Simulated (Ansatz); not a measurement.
Runs of Ansatz 0.2.0 on ZnS. It takes space group F-43m (No. 216, cubic). Conventional cell: a = 5.404 Å, b = 5.404 Å, c = 5.404 Å, α = 90.00°, β = 90.00°, γ = 90.00°. Zn (site symmetry -43m) is surrounded by 4 S at 2.34 Å. Around S (site symmetry -43m) lie 4 Zn at 2.34 Å. 

| task | level | potentials or basis | cell | k mesh | cutoff (eV) | smearing | basis error allowed | gap on the mesh (eV) | pressure (GPa) | relaxed volume (Å³/atom) |
| --- | --- | --- | --- | --- | --- | --- | --- | --- | --- | --- |
| relaxation of cell and atoms | PBE+D4 | all-electron LAPW, scalar-relativistic | relaxed | 9 × 9 × 9 | - | fermi-dirac 0.05 eV | 0.001 eV/atom | 2.18 | 0.0 | 19.44 |
| relaxation of cell and atoms | PBE+D3(BJ) | all-electron LAPW, scalar-relativistic | relaxed | 9 × 9 × 9 | - | fermi-dirac 0.05 eV | 0.001 eV/atom | 2.18 | 0.0 | (c) |
| relaxation of cell and atoms | revPBE+D4 | all-electron LAPW, scalar-relativistic | relaxed | 9 × 9 × 9 | - | fermi-dirac 0.05 eV | 0.001 eV/atom | (a) | 0.0 | (b) |
| band structure | PBEsol | all-electron LAPW, inner shells corrected to Dirac's equation | as given | 9 × 9 × 9 | 281 | fermi-dirac 0.05 eV | 0.001 eV/atom | 1.98 | -2.0 | - |
| single point | PBE | all-electron LAPW, scalar-relativistic | as given | 5 × 5 × 5 | 244 | fermi-dirac 0.04 eV | 0.003 eV/atom | 2.11 | 1.7 | - |
| relaxation of cell and atoms | BLYP+D4 | all-electron LAPW, scalar-relativistic | relaxed | 9 × 9 × 9 | - | fermi-dirac 0.05 eV | 0.001 eV/atom | 2.09 | 0.0 | 19.73 |
| single point | PBE0 | all-electron PAW datasets made for the crystal | as given | 6 × 6 × 6 | 310 | fermi-dirac 0.05 eV | - | 4.01 | - | - |

Alike in all rows: no spin polarisation.

Problem. Estimate the missing entries.

Solution. (a) 2.35; (b) 19.21; (c) 19.42.

Caveats: an odd mesh through Γ misses points on the zone boundary, where band edges often lie (some runs).

Not every run made on this cell is shown here.
